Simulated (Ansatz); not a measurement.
A crystal relaxed with r2SCAN in Ansatz 0.2.0 has space group P6_3mc (No. 186) and a = 3.805 Å, c = 6.244 Å.

| atom | site | x | y | z |
| --- | --- | --- | --- | --- |
| Xx | 2b | 0.3333 | 0.6667 | 0.0003 |
| S | 2b | 0.3333 | 0.6667 | 0.3747 |

r2SCAN gives a direct gap of 2.78 eV at Γ. The HSE06 gap is direct at Γ: 3.44 eV. Meshes: r2SCAN 12×12×4, HSE06 6×6×4. r2SCAN's ε∞ is 5.3 along x and y, 5.5 along z.

Question: Which element is Xx?
A. Hg
B. Cd
C. Zn
D. Mg

Answer: C. Xx is Zn: ZnS (P6_3mc) from a database structure. Zn has 4 S at 2.33–2.34 Å; S has 4 Zn at 2.33–2.34 Å.

Calculated for a static, non-magnetic cell.

The meshes of the hybrids are coarse, so their gaps aren't converged to the digits shown.
